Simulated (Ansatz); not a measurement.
## CdF2 (fluorite): gap against strain (uniaxial along [111], other directions held)

CdF2 built on the fluorite prototype, relaxed with r2SCAN in Ansatz, then strained (uniaxial along [111], other directions held; changes of length per length, axes as in the cell below) with the atoms relaxed again within the symmetry that is left. It is cubic, Fm-3m (No. 225); a = 5.388 Å in the conventional setting, 13.04 Å³ an atom. Cd has 8 F at 2.33 Å; F has 4 Cd at 2.33 Å. No spin polarisation and no zero-point or thermal motion.

```yaml
crystal:
  lattice:
    - [0.00000, 2.69418, 2.69418]
    - [2.69418, 0.00000, 2.69418]
    - [2.69418, 2.69418, 0.00000]
  atoms:
    - { symbol: Cd, position: [0.00000, 0.00000, 0.00000] }
    - { symbol: F, position: [0.25000, 0.25000, 0.25000] }
    - { symbol: F, position: [0.75000, 0.75000, 0.75000] }
```

Gaps are the least over each mesh (PBE 8×8×8, r2SCAN 8×8×8, HSE06 6×6×6 when unstrained) and the special points, which keep their unstrained names; stress is the change from the unstrained cell, compression positive.

| strain (%) | gap, PBE (eV) | gap, r2SCAN (eV) | gap, HSE06 (eV) | edges, HSE06 | stress along the strain, r2SCAN (GPa) | energy rise, r2SCAN (meV/atom) |
| --- | --- | --- | --- | --- | --- | --- |
| -3.98 | 3.246 | 3.941 | – | – | +6.66 | 10.3 |
| -2.68 | 3.199 | 3.894 | 5.315 | W → Γ | +4.29 | 4.5 |
| 0.0 | 3.100 | 3.794 | 5.207 | W → Γ | 0.00 | 0.0 |
| +3.71 | 2.975 | 3.664 | 5.066 | (0.255, -1/2, -0.260) → Γ | -4.52 | 7.2 |

Task: Estimate the row for a strain of -4.0 %.

Result:

| strain (%) | gap, PBE (eV) | gap, r2SCAN (eV) | gap, HSE06 (eV) | edges, HSE06 | stress along the strain, r2SCAN (GPa) | energy rise, r2SCAN (meV/atom) |
| --- | --- | --- | --- | --- | --- | --- |
| -4.0 | 3.246 | 3.942 | 5.368 | (0.245, -1/2, -0.245) → Γ | +6.70 | 10.4 |

Between zero and the nearest strains the slope of the HSE06 gap against strain is -0.041 eV per percent for negative and -0.038 for positive strain.

The runs are scalar-relativistic, without spin-orbit coupling.

Where an edge lies off the special points, it is a point of the mesh or the k point where a search put PBE's edge or least direct gap, reused for the other functionals, whose own edges may lie a little apart.

Coordinates of k points refer to the reciprocal vectors of the primitive cell of the runs.

The meshes of the hybrids are coarse, so their gaps aren't converged to the digits shown.
